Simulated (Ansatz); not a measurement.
Here is an Ansatz 0.2.0 calculation.

input.yaml

```yaml
crystal:
  lattice:
    - [0.0, 3.0315, 3.0315]
    - [3.0315, 0.0, 3.0315]
    - [3.0315, 3.0315, 0.0]
  atoms:
    - { symbol: I, position: [0.0, 0.0, 0.0] }
    - { symbol: Cu, position: [0.75, 0.75, 0.75] }
hamiltonian:
  xc: r2scan
  pseudopotentials: { kind: nc_fr, accuracy: standard }
  dispersion: d3bjatm
magnetization:
  noncollinear: true
  spin_orbit: true
kpoints:
  mp_grid: { grid: [8, 8, 8] }
scf:
  occupations: { method: fixed }
output:
  forces: true
  stress: true
  eigenvalues: true
  write_density: true
  write_potential: true
  elf: true
  volumetric_format: npy
```

Potentials or basis: PseudoDojo standard (PBE files).

The run is started by

```sh
$ ansatz run input.yaml --threads 1 --pin off --max-ram 2560MiB --backend cpu --events-out ev --progress --plain --runs-dir out
```

Problem. Predict the pressure.

Solution. -2.2 GPa.

Problem. Predict the band gap on the k mesh.

Solution. 1.27 eV, direct.

Caveat: the meta-GGA runs on potentials made for a GGA; the potentials were made for another functional, which shifts forces and pressure. r2SCAN opens gaps a little over a GGA but as a rule still falls short of measured ones.
